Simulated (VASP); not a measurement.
# TaN (P-6m2) in VASP: a series of runs

The runs below take TaN through single point, relaxation of cell and atoms, with PBEsol.

Program: VASP 6.6.1. These are calculated values, not measurements. Logs are shortened: lines on timing, memory, paths and dates and some standing lists are left out, and cuts for length are marked.

**1. The structure**

Symmetry: P-6m2, No. 187, hexagonal system. The conventional cell has a = 2.924 Å, b = 2.924 Å, c = 2.871 Å, α = 90.00°, β = 90.00°, γ = 120.00°. Ta (site symmetry -6m2) has 6 N at 2.22 Å as nearest neighbours. N (site symmetry -6m2) is surrounded by 6 Ta at 2.22 Å.

**2. Single point, PBEsol**

INCAR

```
ALGO = Normal
EDIFF = 1E-7
ENCUT = 520
GGA = PS
ISIF = 2
ISMEAR = 0
LASPH = T
LCHARG = T
LELF = T
LREAL = F
LVHAR = T
LWAVE = F
NBANDS = 15
NELM = 100
PREC = Accurate
SIGMA = 0.1
```

KPOINTS

```
k-points
0
Gamma
  18 18 14
```

POSCAR

```
TaN
1.0
    2.9239890448      0.0000000000      0.0000000000
   -1.4619945224      2.5322487932      0.0000000000
    0.0000000000      0.0000000000      2.8707276426
Ta N
1 1
Direct
    0.3333333333      0.6666666667      0.5000000000
    0.0000000000      0.0000000000      0.0000000000
```

Potentials or basis: VASP PAW PBE potentials, release 64 (Ta_pv, N).

Command:

```
> cat potpaw_PBE.64/Ta_pv/POTCAR potpaw_PBE.64/N/POTCAR > POTCAR
> mpirun -np 1 vasp_std > vasp.out
```

OUTCAR:

```text
EDIFF = 1E-7
   ENCUT = 520
   GGA = PS
   ISIF = 2
   ISMEAR = 0
   LASPH = T
   LREAL = F
   NELM = 100
   PREC = Accurate

 ion  position               nearest neighbor table
   1  0.333  0.667  0.500-   2 2.22   2 2.22   2 2.22   2 2.22   2 2.22   2 2.22
   2  0.000  0.000  0.000-   1 2.22   1 2.22   1 2.22   1 2.22   1 2.22   1 2.22

  LATTYP: Found a hexagonal cell.
 ALAT       =     2.9239890448
 C/A-ratio  =     0.9817846779

  Lattice vectors:

 A1 = (   2.9239890448,   0.0000000000,   0.0000000000)
 A2 = (  -1.4619945224,   2.5322487932,   0.0000000000)
 A3 = (   0.0000000000,   0.0000000000,   2.8707276426)

Analysis of symmetry for initial positions (statically):
=====================================================================
 Subroutine PRICEL returns:
 Original cell was already a primitive cell.

 Routine SETGRP: Setting up the symmetry group for a
 hexagonal supercell.

 Subroutine GETGRP returns: Found 12 space group operations
 (whereof 12 operations were pure point group operations)
 out of a pool of 24 trial point group operations.

The static configuration has the point symmetry D_3h.

Analysis of symmetry for dynamics (positions and initial velocities):
=====================================================================
 Subroutine PRICEL returns:
 Original cell was already a primitive cell.

 Routine SETGRP: Setting up the symmetry group for a
 hexagonal supercell.

 Subroutine GETGRP returns: Found 12 space group operations
 (whereof 12 operations were pure point group operations)
 out of a pool of 24 trial point group operations.

The dynamic configuration has the point symmetry D_3h.

 Subroutine INISYM returns: Found 12 space group operations
 (whereof 12 operations are pure point group operations),
 and found     1 'primitive' translations

----------------------------------------------------------------------------------------

                                     Primitive cell

  volume of cell :      21.2556

  direct lattice vectors                    reciprocal lattice vectors
     2.923989045  0.000000000  0.000000000     0.341998545  0.197452952  0.000000000
    -1.461994522  2.532248793  0.000000000     0.000000000  0.394905904  0.000000000
     0.000000000  0.000000000  2.870727643     0.000000000  0.000000000  0.348343739

  length of vectors
     2.923989045  2.923989045  2.870727643     0.394905904  0.394905904  0.348343739

  position of ions in fractional coordinates (direct lattice)
     0.333333333  0.666666667  0.500000000
     0.000000000  0.000000000  0.000000000

  ion indices of the primitive-cell ions
   primitive index   ion index
                 1           1
                 2           2

----------------------------------------------------------------------------------------

 KPOINTS: k-points

Automatic generation of k-mesh.
 Grid dimensions read from file:
 generate k-points for:   18   18   14

 Generating k-lattice:

  Cartesian coordinates                     Fractional coordinates (reciprocal lattice)
     0.018999919  0.010969608  0.000000000     0.055555556  0.000000000  0.000000000
     0.000000000  0.021939217  0.000000000     0.000000000  0.055555556  0.000000000
     0.000000000  0.000000000  0.024881696     0.000000000  0.000000000  0.071428571

  Length of vectors
     0.021939217  0.021939217  0.024881696

  Shift w.r.t. Gamma in fractional coordinates (k-lattice)
     0.000000000  0.000000000  0.000000000

 Subroutine IBZKPT returns following result:
 ===========================================

 Found    296 irreducible k-points:

 Following reciprocal coordinates:
            Coordinates               Weight
  0.000000  0.000000  0.000000      1.000000
  0.055556  0.000000  0.000000      6.000000
  0.111111  0.000000  0.000000      6.000000
  0.166667  0.000000  0.000000      6.000000
  0.222222  0.000000  0.000000      6.000000
  0.277778  0.000000  0.000000      6.000000
[... 16 lines left out ...]
  0.333333  0.111111  0.000000     12.000000
  0.388889  0.111111  0.000000     12.000000
 [... further k-points ...]
   k-points           NKPTS =    296   k-points in BZ     NKDIM =    296   number of bands    NBANDS=     15
   number of dos      NEDOS =    301   number of ions     NIONS =      2
   total plane-waves  NPLWV =  13824
   dimension x,y,z NGX =    24 NGY =   24 NGZ =   24
   dimension x,y,z NGXF=    48 NGYF=   48 NGZF=   48
   ions per type =               1   1
   NGX,Y,Z   is equivalent  to a cutoff of  13.65, 13.65, 13.90 a.u.
   NGXF,Y,Z  is equivalent  to a cutoff of  27.29, 27.29, 27.80 a.u.
 SYSTEM =  unknown system
   PREC   = accura    normal or accurate (medium, high low for compatibility)
   ISTART =      0    job   : 0-new  1-cont  2-samecut
   ICHARG =      2    charge: 1-file 2-atom 10-const
   ISPIN  =      1    spin polarized calculation?
   LNONCOLLINEAR =      F non collinear calculations
   LSORBIT =      F    spin-orbit coupling
   LASPH  =      T    aspherical Exc in radial PAW
   ENCUT  =  520.0 eV  38.22 Ry    6.18 a.u.   5.44  5.44  5.34*2*pi/ulx,y,z
   NELM   =    100;   NELMIN=  2; NELMDL= -5     # of ELM steps
   EDIFF  = 0.1E-06   stopping-criterion for ELM
   LREAL  =      F    real-space projection
   EDIFFG = 0.1E-05   stopping-criterion for IOM
   NSW    =      0    number of steps for IOM
   IBRION =     -1    ionic relax: 0-MD 1-quasi-New 2-CG
   NFREE  =      0    steps in history (QN), initial steepest desc. (CG)
   ISIF   =      2    stress and relaxation
   ISYM   =      2    0-nonsym 1-usesym 2-fastsym
   POTIM  = 0.5000    time-step for ionic-motion
   TEBEG  =    0.0;   TEEND  =   0.0 temperature during run
   PSTRESS=    0.0 pullay stress
   NELECT =      16.0000    total number of electrons
   NUPDOWN=      -1.0000    fix difference up-down
   EMIN   =  10.00;   EMAX   =-10.00  energy-range for DOS
   EFERMI =   0.00;   METHOD = LEGACY
   ISMEAR =     0;   SIGMA  =   0.10  broadening in eV -4-tet -1-fermi 0-gaus
   EFERMI_NEDOS =   21; number of points for ismear=-14 and -15
   IALGO  =     38    algorithm
   IMIX   =      4    mixing-type and parameters
     AMIX     =   0.40;   BMIX     =  1.00
     AMIX_MAG =   1.60;   BMIX_MAG =  1.00
  volume/ion in A,a.u.               =      10.63        71.72
  Fermi-wavevector in a.u.,A,eV,Ry     =   1.489213  2.814204 30.174390  2.217755
  Thomas-Fermi vector in A             =   2.602150
   LORBIT       =      0    0 simple, 1 ext, 2 COOP (PROOUT), +10 PAW based schemes
   GGA     = PS    functional components
   LHFCALC =     F    Hartree Fock is set to
   AEXX    =    0.0000 exact exchange contribution
   IVDW    =     0    specifies the selected vdW correction
   LEPSILON=     F    determine dielectric tensor
   LRPA    =     F    only Hartree local field effects (RPA)
 non-spin polarized calculation
 Gauss-broadening in eV      SIGMA  =   0.10
  energy-cutoff  :      520.00
  volume of cell :       21.26
 maximum number of plane-waves:       599
 NGX is ok and might be reduce to    24
   NGX = 11   NGY = 11   NGZ = 11

 number of electron      16.0000000 magnetization

 Free energy of the ion-electron system (eV)
  ---------------------------------------------------
  ext. energy  EPLUGINS =         0.00000000
  ---------------------------------------------------
  free energy    TOTEN  =       -23.80564046 eV

  energy without entropy =      -23.80538836  energy(sigma->0) =      -23.80551441

 E-fermi :   8.2085     XC(G=0): -13.5810

 val. band max:        8.1671115578   @ k =   0.0000   0.0000   0.4286
 cond. band min:       8.2395575114   @ k =   0.0556   0.0000   0.5000
 fundamental gap:      0.0724459536
 Fermi energy:         8.2084594589

 k-point     1 :       0.0000    0.0000    0.0000
  band No.  band energies     occupation
      1     -26.5032      2.00000
      2     -26.2284      2.00000
      3     -26.2284      2.00000
      4      -9.6044      2.00000
      5       3.6171      2.00000
      6       3.6171      2.00000
      7       3.9449      2.00000
      8       5.3088      2.00000
      9      10.5612      0.00000
     10      11.8966      0.00000
     11      11.8966      0.00000
     12      12.2952      0.00000
     13      12.2952      0.00000
     14      21.3344      0.00000
     15      21.7374      0.00000

 k-point     2 :       0.0556    0.0000    0.0000
  band No.  band energies     occupation
      1     -26.4986      2.00000
      2     -26.2645      2.00000
      3     -26.2361      2.00000
      4      -9.5371      2.00000
      5       3.4035      2.00000
      6       3.6680      2.00000
      7       4.0502      2.00000
      8       5.2111      2.00000
      9      10.8078      0.00000
     10      11.7516      0.00000
     11      11.9054      0.00000
     12      12.2607      0.00000
     13      12.3865      0.00000
     14      21.3285      0.00000
     15      21.7317      0.00000

 k-point     3 :       0.1111    0.0000    0.0000
  band No.  band energies     occupation
      1     -26.4855      2.00000
      2     -26.3671      2.00000
      3     -26.2579      2.00000
      4      -9.3431      2.00000
      5       2.9026      2.00000
      6       3.8128      2.00000
      7       4.2941      2.00000
      8       4.9455      2.00000
      9      11.2843      0.00000
     10      11.5430      0.00000
     11      11.9411      0.00000
     12      12.1628      0.00000
     13      12.6239      0.00000
     14      21.3084      0.00000
     15      21.7178      0.00000
[... 343 lines left out ...]
 k-point    23 :       0.3333    0.1111    0.0000
  band No.  band energies     occupation
      1     -27.1794      2.00000
      2     -26.5231      2.00000
      3     -26.3628      2.00000
      4      -7.4249      2.00000
      5       0.2474      2.00000
      6       3.1708      2.00000
      7       4.0604      2.00000
      8       5.8635      2.00000
      9      10.6631      0.00000
     10      10.6985      0.00000
     11      13.1859      0.00000
     12      14.3071      0.00000
     13      16.0740      0.00000
     14      21.3803      0.00000
     15      21.7593      0.00000

 k-point    24 :       0.3889    0.1111    0.0000
  band No.  band energies     occupation
      1     -27.2555      2.00000
      2     -26.5505      2.00000
      3     -26.3502      2.00000
      4      -7.2068      2.00000
      5       0.0539      2.00000
      6       3.0298      2.00000
      7       3.9280      2.00000
      8       5.9198      2.00000
      9      10.5579      0.00000
     10      11.3632      0.00000
     11      12.9003      0.00000
     12      14.3862      0.00000
     13      16.9664      0.00000
     14      20.4968      0.00000
     15      21.6873      0.00000

 [... further k-points ...]

------------------------ aborting loop because EDIFF is reached ----------------------------------------

  FORCE on cell =-STRESS in cart. coord.  units (eV):
  Direction    XX          YY          ZZ          XY          YZ          ZX
  --------------------------------------------------------------------------------------
  -------------------------------------------------------------------------------------
  Total        0.1032172      0.1032172      0.1304092      0.0000000      0.0000000      0.0000000
  in kB        7.7801610      7.7801610      9.8297980      0.0000000      0.0000000      0.0000000
  external PRESSURE =       8.4633733 kB  Pullay stress =       0.0000000 kB

 VOLUME and BASIS-vectors are now :
 -----------------------------------------------------------------------------
  energy-cutoff  :      520.00
  volume of cell :       21.26
      direct lattice vectors                 reciprocal lattice vectors
     2.923989045  0.000000000  0.000000000     0.341998545  0.197452952  0.000000000
    -1.461994522  2.532248793  0.000000000     0.000000000  0.394905904  0.000000000
     0.000000000  0.000000000  2.870727643     0.000000000  0.000000000  0.348343739

 POSITION                                       TOTAL-FORCE (eV/Angst)
 -----------------------------------------------------------------------------------
     -0.00000      1.68817      1.43536        -0.000000      0.000000      0.000000
      0.00000      0.00000      0.00000         0.000000     -0.000000      0.000000
 -----------------------------------------------------------------------------------
    total drift:                                0.000000     -0.000000     -0.000000

  FREE ENERGIE OF THE ION-ELECTRON SYSTEM (eV)
  ---------------------------------------------------
  free  energy   TOTEN  =       -23.8056404568 eV

  energy  without entropy=      -23.8053883570  energy(sigma->0) =      -23.80551441
```

Run time: 28 s. Hardware: 1 thread of Intel Xeon 6975P-C (Granite Rapids), shared host; peak memory 0.21 GiB.

What came out:

```
Free energy            : -23.8056 eV
Pressure               : 0.8 GPa
Band gap on the k mesh : none (metal or under the smearing width)
```

Levels at points of the mesh, in eV from the Fermi level:
```tsv
k point	band 4	band 5	band 6	band 7	band 8	band 9	band 10	band 11	band 12	band 13
(0.00, 0.00, 0.00)	-17.81	-4.59	-4.59	-4.26	-2.90	2.35	3.69	3.69	4.09	4.09
(0.50, 0.00, 0.00)	-15.43	-8.36	-5.24	-3.53	-3.16	3.07	4.16	5.32	5.44	7.58
(0.00, 0.00, 0.50)	-15.04	-9.44	-3.76	-3.76	-0.08	-0.08	2.50	3.37	3.37	8.29
(0.50, 0.00, 0.50)	-15.77	-7.39	-6.23	-5.74	-0.29	4.28	5.50	6.22	7.25	10.37
```

Caveat: the PAW data sets were made with another functional, which shifts forces and pressure a little.

**3. Relaxation of cell and atoms, PBEsol**

This run uses another cell than the first one, of 10.78 Å³/atom, 1.014 times its volume.

INCAR

```
SYSTEM = TaN
PREC     = Accurate       ! precision mode
ENCUT    = 600            ! plane-wave cutoff, eV
EDIFF    = 1E-6           ! SCF threshold, eV
ISMEAR   = 0              ! smearing method
SIGMA    = 0.1            ! smearing width, eV
LREAL    = .FALSE.        ! projectors in reciprocal space
LASPH    = .TRUE.         ! aspherical terms in the spheres
NELM     = 100            ! most SCF steps
ALGO     = Normal         ! electronic algorithm
ISIF     = 3              ! what is computed and relaxed
LWAVE    = .FALSE.        ! write WAVECAR
LCHARG   = .FALSE.        ! write CHGCAR
GGA      = PS             ! functional
IBRION   = 2              ! ionic algorithm
NSW      = 100            ! ionic steps
EDIFFG   = -0.005         ! ionic threshold
```

KPOINTS

```
regular mesh
0
G
  18 18 14
  0 0 0
```

POSCAR

```
TaN
1.0
    2.9379988584      0.0000000000      0.0000000000
   -1.4689994292      2.5443816477      0.0000000000
    0.0000000000      0.0000000000      2.8830000000
Ta N
1 1
Direct
    0.3333333333      0.6666666667      0.5000000000
    0.0000000000      0.0000000000      0.0000000000
```

Potentials or basis: VASP PAW PBE potentials, release 64 (Ta_pv, N).

Command:

```
> cat potpaw_PBE.64/Ta_pv/POTCAR potpaw_PBE.64/N/POTCAR > POTCAR
> mpirun -np 1 vasp_std > vasp.out
```

It took 62 s on 1 thread of Intel Xeon 6975P-C (Granite Rapids), shared host; peak memory 0.23 GiB.

Results (log left out):

| Quantity | Value |
| --- | --- |
| Free energy | -23.8085 eV |
| Relaxed volume | 10.65 Å³/atom |
| Relaxed cell | a = 2.926 Å, b = 2.926 Å, c = 2.873 Å, α = 90.00°, β = 90.00°, γ = 120.00° |
| Space group after relaxing (to 0.05 Å) | P-6m2 (No. 187) |
| Energy gained by relaxing | 1.7 meV/atom |
| Ionic steps | 6 |
| Pressure after relaxing | 0.0 GPa |
| Band gap on the k mesh | none (metal or under the smearing width) |

The path:
```tsv
step	energy change (eV)	largest force (eV/Å)	pressure (GPa)	volume (Å³)
1	0.0000	0.0000	-4.20	21.55
2	0.0181	0.0000	11.45	20.68
3	-0.0033	0.0000	-0.05	21.30
4	-0.0033	0.0000	0.04	21.30
5	-0.0034	0.0000	0.05	21.29
6	-0.0034	0.0000	0.05	21.29
```

Final structure:
```
Ta N
1.0
     2.92561    0.00000    0.00000
    -1.46281    2.53365    0.00000
     0.00000    0.00000    2.87284
Ta N
1 1
Direct
  0.33333 0.66667 0.50000
  0.00000 0.00000 0.00000
```

Levels at points of the mesh, in eV from the Fermi level:
| k point | band 5 | band 6 | band 7 | band 8 | band 9 | band 10 | band 11 | band 12 |
| --- | --- | --- | --- | --- | --- | --- | --- | --- |
| (0.00, 0.00, 0.00) | -4.58 | -4.58 | -4.26 | -2.90 | 2.34 | 3.68 | 3.68 | 4.08 |
| (0.50, 0.00, 0.00) | -8.35 | -5.24 | -3.52 | -3.15 | 3.06 | 4.15 | 5.31 | 5.42 |
| (0.00, 0.00, 0.50) | -9.43 | -3.75 | -3.75 | -0.08 | -0.08 | 2.50 | 3.37 | 3.37 |
| (0.50, 0.00, 0.50) | -7.38 | -6.22 | -5.73 | -0.30 | 4.27 | 5.49 | 6.20 | 7.23 |

Caveat: the PAW data sets were made with another functional, which shifts forces and pressure a little.

**4. Single point, PBEsol (the same crystal in its conventional cell)**

INCAR

```
SYSTEM = TaN
  PREC = Accurate
  ENCUT = 520
  EDIFF = 1E-6
  ISMEAR = 0
  SIGMA = 0.1
  LREAL = .False.
  LASPH = .True.
  NELM = 100
  ALGO = Normal
  ISIF = 2
  LWAVE = .False.
  LCHARG = .False.
  GGA = PS
  NBANDS = 15
```

KPOINTS

```
regular mesh
0
Gamma
  18 18 14
  0 0 0
```

POSCAR

```
TaN
1.0
    2.9239890448      0.0000000000      0.0000000000
   -1.4619945224      2.5322487932      0.0000000000
    0.0000000000      0.0000000000      2.8707276426
Ta N
1 1
Direct
    0.3333333333      0.6666666667      0.5000000000
    0.0000000000      0.0000000000      0.0000000000
```

Command:

```
> cat potpaw_PBE.64/Ta_pv/POTCAR potpaw_PBE.64/N/POTCAR > POTCAR
> mpirun -np 1 vasp_std > vasp.out
```

Wall time 26 s (1 thread of Intel Xeon 6975P-C (Granite Rapids), shared host); peak memory 0.21 GiB.

The run converged. Its results:

| Property | Result |
| --- | --- |
| Free energy | -23.8056 eV |
| Pressure | 0.8 GPa |
| Band gap on the k mesh | none (metal or under the smearing width) |

Stress tensor (GPa, compression positive):
```
0.78 0.00 0.00
0.00 0.78 0.00
0.00 0.00 0.98
```

Levels at points of the mesh, in eV from the Fermi level:
```tsv
k point	band 4	band 5	band 6	band 7	band 8	band 9	band 10	band 11	band 12	band 13
(0.00, 0.00, 0.00)	-17.81	-4.59	-4.59	-4.26	-2.90	2.35	3.69	3.69	4.09	4.09
(0.50, 0.00, 0.00)	-15.43	-8.36	-5.24	-3.53	-3.16	3.07	4.16	5.32	5.44	7.58
(0.00, 0.00, 0.50)	-15.04	-9.44	-3.76	-3.76	-0.08	-0.08	2.50	3.37	3.37	8.29
(0.50, 0.00, 0.50)	-15.77	-7.39	-6.23	-5.74	-0.29	4.28	5.50	6.22	7.25	10.37
```

Caveat: the PAW data sets were made with another functional, which shifts forces and pressure a little.

(Continued in part 2 of 2.)
